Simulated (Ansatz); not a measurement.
**Migration of H in GaP**

Theory: Ansatz, DFT PBE, scalar-relativistic, plane waves, PAW. Settings: 420 eV cutoff, 2×2×2 k-mesh, Gaussian smearing of 0.02 eV, no spin polarisation.

Host crystal, relaxed:

```
Ga P
1.0
     0.00000    2.75256    2.75256
     2.75256    0.00000    2.75256
     2.75256    2.75256    0.00000
Ga P
1 1
Direct
  0.00000 0.00000 0.00000
  0.25000 0.25000 0.25000
```

In a supercell of 16 host sites, interstitial H hops to an equivalent place, moving 1.11 Å between the relaxed ends. Climbing-image nudged elastic band at fixed cell with images 0 (start) to 4 (end), the path measured over all atoms, converged to 0.05 eV/Å; the order of the saddle wasn't checked, and the small cell leaves errors of about a tenth of an eV. Zero-point motion and tunnelling, which matter for H, are left out.

Supercell rows in host cell vectors: 0 -2 2; 0 0 2; -2 0 2. H was set at (0.750, 0.750, 0.750) of the host cell.

At the relaxed start H has 1 P at 1.81 Å, 1 P at 1.82 Å, 1 Ga at 2.14 Å.

A cell with an odd number of electrons and no spin polarisation is a metal by construction and may be lower with spin.

Task: How high is the barrier, and where does the atom pass?

Result: 0.02 eV at image 3, where H has 1 P at 1.59 Å.

Cost: 1 run of about 11 core-minutes, on Arm Neoverse V1 (shared hosts).